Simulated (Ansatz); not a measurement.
LiF in the zincblende structure, relaxed with r2SCAN: space group F-43m (No. 216), cubic; conventional cell a = 4.289 Å, 9.86 Å³ an atom. Around Li lie 4 F at 1.86 Å; around F lie 4 Li at 1.86 Å. One-shot G0W0@PBE in Ansatz 0.2.0 on a 6×6×6 mesh (contour deformation, no spin-orbit coupling), from a PBE gap of 7.930 eV over the mesh points (the G0W0 gap is direct on the mesh); the number N of bands summed and the screening cutoff rise together. No spin polarisation and no zero-point or thermal motion; the cell was built from a prototype and may be hypothetical.

```
 N  cutoff (eV)  1000/N  G0W0 gap (eV)
37           80  27.027         11.972
79          140  12.658         12.064
```

**Lay a straight line in 1000/N through these rows.** The slope is -0.0064 eV per unit of 1000/N and the intercept 12.145 eV.

**Predict the gap at N = 141 (210 eV).** 12.145 + (-0.0064) × 7.092 = 12.100 eV; the run gives 12.234 eV, +0.134 eV from the line.

**With that run's result added, what limit do the last two rows suggest?** Their slope is (12.234 − 12.064)/(7.092 − 12.658) = -0.0305, which meets 1/N = 0 at 12.45 eV, against 12.145 eV from the first line. The slope steepens, so 1/N isn't yet asymptotic and the true limit probably lies higher still; the k mesh isn't extrapolated.
